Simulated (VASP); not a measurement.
# IrO2 (P4_2/mnm) in VASP: a series of runs, part 2 of 2

VASP 6.6.1.

## (3) Optical spectrum, PBE, spin-orbit coupling, no magnetisation

The COD entry that gives the cell may itself be a prediction, so a difference from it is no test against experiment.

The input, INCAR:

```
SYSTEM = IrO2
PREC = Accurate
ENCUT = 520
EDIFF = 1E-6
ISMEAR = 0
SIGMA = 0.05
LREAL = .False.
LASPH = .True.
NELM = 80
ALGO = Normal
ISIF = 2
LWAVE = .False.
LCHARG = .False.
LNONCOLLINEAR = .True.
MAGMOM = 0 0 0 0 0 0 0 0 0 0 0 0 0 0 0 0 0 0
LORBIT = 11
LSORBIT = .True.
GGA_COMPAT = .False.
LMAXMIX = 4
GGA = PE
LOPTICS = .True.
NBANDS = 138
NEDOS = 3000
CSHIFT = 0.05
KPAR = 4
```

The input, KPOINTS:

```
regular mesh
0
Gamma
  10 10 16
  0 0 0
```

The input, POSCAR:

```
IrO2                                    
1.0
    4.4837704648      0.0000000000      0.0000000000
   -0.0000000000      4.4837704648      0.0000000000
    0.0000000000      0.0000000000      3.1637946960
  Ir              O             
     2     4
Direct
     0.0000000000000000    0.0000000000000000    0.0000000000000000
     0.5000000000000000    0.5000000000000000    0.5000000000000000
     0.3088508816894303    0.3088508816894303    0.0000000000000000
     0.1911491183105698    0.8088508816894302    0.5000000000000000
     0.6911491183105698    0.6911491183105698    0.0000000000000000
     0.8088508816894302    0.1911491183105698    0.5000000000000000
```

Potentials or basis: VASP PAW PBE potentials, release 64 (Ir, O).

Command:

```
cat potpaw_PBE.64/Ir/POTCAR potpaw_PBE.64/O/POTCAR > POTCAR
mpirun -np 4 vasp_ncl > vasp.out
```

OUTCAR:

```text
SYSTEM = IrO2
   PREC = Accurate
   ENCUT = 520
   EDIFF = 1E-6
   ISMEAR = 0
   LREAL = .False.
   LASPH = .True.
   NELM = 80
   ISIF = 2
   LNONCOLLINEAR = .True.
   LORBIT = 11
   LSORBIT = .True.
   GGA = PE

 ion  position               nearest neighbor table
   1  0.000  0.000  0.000-   3 1.96   5 1.96   4 1.99   6 1.99   4 1.99   6 1.99
   2  0.500  0.500  0.500-   4 1.96   6 1.96   5 1.99   3 1.99   3 1.99   5 1.99
   3  0.309  0.309  0.000-   1 1.96   2 1.99   2 1.99
   4  0.191  0.809  0.500-   2 1.96   1 1.99   1 1.99
   5  0.691  0.691  0.000-   1 1.96   2 1.99   2 1.99
   6  0.809  0.191  0.500-   2 1.96   1 1.99   1 1.99

  LATTYP: Found a simple tetragonal cell.
 ALAT       =     4.4837704648
 C/A-ratio  =     0.7056103163

  Lattice vectors:

 A1 = (   4.4837704648,   0.0000000000,   0.0000000000)
 A2 = (   0.0000000000,   4.4837704648,   0.0000000000)
 A3 = (   0.0000000000,   0.0000000000,   3.1637946960)

Analysis of symmetry for initial positions (statically):
=====================================================================
 Subroutine PRICEL returns:
 Original cell was already a primitive cell.

 Routine SETGRP: Setting up the symmetry group for a
 simple tetragonal supercell.

 Subroutine GETGRP returns: Found 16 space group operations
[... 2142 lines left out ...]
     0.0000000     0.0000000     0.0000000     0.0000000     0.0000000
     0.0000000     0.0000000     0.0000000     0.0000000     0.0000000
     0.0000000     0.0000000     0.0000000     0.0000000     0.0000000
 l=   3
     0.0000000     0.0000000     0.0000000     0.0000000     0.0000000     0.0000000     0.0000000
     0.0000000     0.0000000     0.0000000     0.0000000     0.0000000     0.0000000     0.0000000
     0.0000000     0.0000000     0.0000000     0.0000000     0.0000000     0.0000000     0.0000000
     0.0000000     0.0000000     0.0000000     0.0000000     0.0000000     0.0000000     0.0000000
     0.0000000     0.0000000     0.0000000     0.0000000     0.0000000     0.0000000     0.0000000
     0.0000000     0.0000000     0.0000000     0.0000000     0.0000000     0.0000000     0.0000000
     0.0000000     0.0000000     0.0000000     0.0000000     0.0000000     0.0000000     0.0000000

 total charge

# of ion       s       p       d       tot
------------------------------------------
    1        0.632   0.853   6.873   8.357
    2        0.632   0.853   6.873   8.357
    3        1.555   3.467   0.000   5.022
    4        1.555   3.467   0.000   5.022
    5        1.555   3.467   0.000   5.022
    6        1.555   3.467   0.000   5.022
--------------------------------------------------
tot          7.483  15.574  13.745  36.802

 magnetization (x)

# of ion       s       p       d       tot
------------------------------------------
    1        0.000   0.000   0.000   0.000
    2        0.000   0.000   0.000   0.000
    3        0.000   0.000   0.000   0.000
    4        0.000   0.000   0.000   0.000
    5        0.000   0.000   0.000   0.000
    6        0.000   0.000   0.000   0.000
--------------------------------------------------
tot          0.000   0.000   0.000   0.000

 magnetization (y)

# of ion       s       p       d       tot
------------------------------------------
    1        0.000   0.000   0.000   0.000
    2        0.000   0.000   0.000   0.000
    3        0.000   0.000   0.000   0.000
    4        0.000   0.000   0.000   0.000
    5        0.000   0.000   0.000   0.000
    6        0.000   0.000   0.000   0.000
--------------------------------------------------
tot          0.000   0.000   0.000   0.000

 magnetization (z)

# of ion       s       p       d       tot
------------------------------------------
    1       -0.000   0.000   0.000   0.000
    2        0.000   0.000  -0.000  -0.000
    3        0.000   0.000   0.000   0.000
    4        0.000   0.000   0.000   0.000
    5        0.000   0.000   0.000   0.000
    6        0.000   0.000   0.000   0.000
--------------------------------------------------
tot         -0.000   0.000   0.000   0.000
```

Run time: 9.3 min. Hardware: 4 MPI ranks of Intel Xeon 6975P-C (Granite Rapids), shared host; peak memory 3.7 GiB.

What came out:

```
Free energy                                           : -43.1881 eV
Pressure                                              : 11.2 GPa
Largest force                                         : 0.095 eV/Å
Valence electrons inside the program's atomic spheres : Ir 8.36; O 5.02
```

Forces in eV/Å, atoms in the order of the input:
```
Ir   0.000  0.000  0.000
Ir   0.000  0.000  0.000
O   -0.068 -0.068  0.000
O    0.068 -0.068  0.000
O    0.068  0.068  0.000
O   -0.068  0.068  0.000
```

Stress tensor (GPa, compression positive):
```
10.62  0.00  0.00
 0.00 10.62  0.00
 0.00  0.00 12.35
```

Dielectric function (mean over the directions given):
| energy (eV) | real part | imaginary part |
| --- | --- | --- |
| 0.29 | 36.80 | 28.39 |
| 1.26 | 3.43 | 6.95 |
| 2.33 | 6.24 | 2.60 |
| 3.30 | 7.85 | 5.42 |
| 4.37 | 5.54 | 4.90 |
| 5.44 | 4.68 | 7.09 |
| 6.42 | 2.43 | 7.68 |
| 7.48 | 0.09 | 7.47 |
| 8.55 | 0.39 | 3.57 |
| 9.53 | -0.48 | 3.35 |
| 10.59 | 0.70 | 2.10 |
| 11.57 | 0.81 | 2.48 |
| 12.64 | 0.60 | 2.16 |
| 13.71 | 1.11 | 1.94 |
| 14.68 | 1.25 | 2.38 |
| 15.75 | 1.23 | 2.45 |
| 16.82 | 0.77 | 2.61 |
| 17.79 | 0.47 | 2.67 |
| 18.86 | -0.01 | 1.92 |
| 19.93 | 0.01 | 1.82 |

Caveat: independent-particle spectra lack excitons.

## (4) Band structure, PBE

The input, INCAR:

```
  PREC = Accurate
  ENCUT = 520
  EDIFF = 1E-6
  ISMEAR = 1
  SIGMA = 0.1
  LREAL = F
  LASPH = T
  NELM = 80
  ALGO = Fast
  ISIF = 2
  LWAVE = F
  LCHARG = F
  LMAXMIX = 4
  GGA = PE
  NBANDS = 30
  KPAR = 2
```

The input, KPOINTS:

```
regular mesh
0
Gamma
  8 8 12
```

The input, POSCAR:

```
IrO2                                    
1.0
    4.4837704582      0.0000000000      0.0000000000
    0.0000000000      4.4837704582      0.0000000000
    0.0000000000      0.0000000000      3.1637946956
  Ir              O             
     2     4
Direct
     0.0000000000000000    0.0000000000000000    0.0000000000000000
     0.5000000000000000    0.5000000000000000    0.5000000000000000
     0.3088508813558264    0.3088508813558264    0.0000000000000000
     0.1911491186441736    0.8088508813558264    0.5000000000000000
     0.6911491186441736    0.6911491186441736    0.0000000000000000
     0.8088508813558264    0.1911491186441736    0.5000000000000000
```

The input, KPOINTS_OPT:

```
explicit points
168
Reciprocal
 0.0000000000  0.0000000000  0.0000000000 1
 0.0000000000  0.0555555556  0.0000000000 1
 0.0000000000  0.1111111111  0.0000000000 1
 0.0000000000  0.1666666667  0.0000000000 1
 0.0000000000  0.2222222222  0.0000000000 1
 0.0000000000  0.2777777778  0.0000000000 1
[... 160 lines left out ...]
 0.0000000000  0.0000000000  0.5175947400 1
 0.0000000000  0.0000000000  0.4824052600 1
```

Command:

```
cat potpaw_PBE.64/Ir/POTCAR potpaw_PBE.64/O/POTCAR > POTCAR
mpirun -np 2 vasp_std > vasp.out
```

Run time: 2.7 min. Hardware: 2 MPI ranks of Intel Xeon Platinum 8259CL at 2.50GHz (Skylake/Cascade Lake), shared host; peak memory 0.38 GiB.

The run converged. Its results:

```
Free energy             : -42.2034 eV
Pressure                : 9.7 GPa
Largest force           : 0.059 eV/Å
Band gap along the path : none (metal or under the smearing width)
```

Forces on the atoms (eV/Å):
```
Ir   0.000  0.000  0.000
Ir   0.000  0.000  0.000
O   -0.041 -0.041  0.000
O    0.041 -0.041  0.000
O    0.041  0.041  0.000
O   -0.041  0.041  0.000
```

Stress tensor (GPa, compression positive):
```
 9.10  0.00  0.00
 0.00  9.10  0.00
 0.00  0.00 10.81
```

Levels at the corners of the path, in eV from the Fermi level:
```csv
point,band 17,band 18,band 19,band 20,band 21,band 22,band 23,band 24,band 25,band 26
Γ,-2.46,-2.46,-2.37,-2.33,-2.20,0.79,1.25,4.22,4.22,4.28
X,-1.64,-1.64,-1.31,-1.31,-0.30,-0.30,3.62,3.62,3.67,3.67
X,-1.64,-1.64,-1.31,-1.31,-0.30,-0.30,3.62,3.62,3.67,3.67
M,-2.51,-2.51,-2.42,-2.42,0.20,0.20,2.56,2.56,4.20,4.20
M,-2.51,-2.51,-2.42,-2.42,0.20,0.20,2.56,2.56,4.20,4.20
Γ,-2.46,-2.46,-2.37,-2.33,-2.20,0.79,1.25,4.22,4.22,4.28
Γ,-2.46,-2.46,-2.37,-2.33,-2.20,0.79,1.25,4.22,4.22,4.28
Z,-1.95,-1.95,-0.69,-0.69,0.27,0.27,2.29,2.29,2.81,2.81
Z,-1.95,-1.95,-0.69,-0.69,0.27,0.27,2.29,2.29,2.81,2.81
R,-2.79,-2.79,-1.82,-1.82,0.54,0.54,1.15,1.15,4.60,4.60
R,-2.79,-2.79,-1.82,-1.82,0.54,0.54,1.15,1.15,4.60,4.60
A,-1.86,-1.86,-1.23,-1.23,-0.48,-0.48,2.24,2.24,3.27,3.27
A,-1.86,-1.86,-1.23,-1.23,-0.48,-0.48,2.24,2.24,3.27,3.27
Z,-1.95,-1.95,-0.69,-0.69,0.27,0.27,2.29,2.29,2.81,2.81
X,-1.64,-1.64,-1.31,-1.31,-0.30,-0.30,3.62,3.62,3.67,3.67
R,-2.79,-2.79,-1.82,-1.82,0.54,0.54,1.15,1.15,4.60,4.60
M,-2.51,-2.51,-2.42,-2.42,0.20,0.20,2.56,2.56,4.20,4.20
A,-1.86,-1.86,-1.23,-1.23,-0.48,-0.48,2.24,2.24,3.27,3.27
```

Caveat: spin-orbit coupling is left out, which moves the levels of the heavy elements.

## (5) The runs side by side

| task | spin | k mesh | smearing | pressure (GPa) | largest force (eV/Å) |
| --- | --- | --- | --- | --- | --- |
| optical spectrum | off | 12 × 12 × 18 | gaussian 0.05 eV | 9.7 | 0.05 |
| optical spectrum | SOC, no magnetisation | 10 × 10 × 16 | gaussian 0.05 eV | 11.2 | 0.10 |
| band structure | off | 8 × 8 × 12 | methfessel-paxton 0.1 eV | 9.7 | 0.06 |

Alike in all rows: level PBE; potentials or basis VASP PAW PBE potentials, release 64 (Ir, O); cell as given; cutoff (eV) 520.

Caveats: independent-particle spectra lack excitons (some runs); the intraband (Drude) part of a metal's response may be missing (some runs); spin-orbit coupling is left out, which moves the levels of the heavy elements (some runs).

Absolute energies hang on the potentials; compare differences alone.
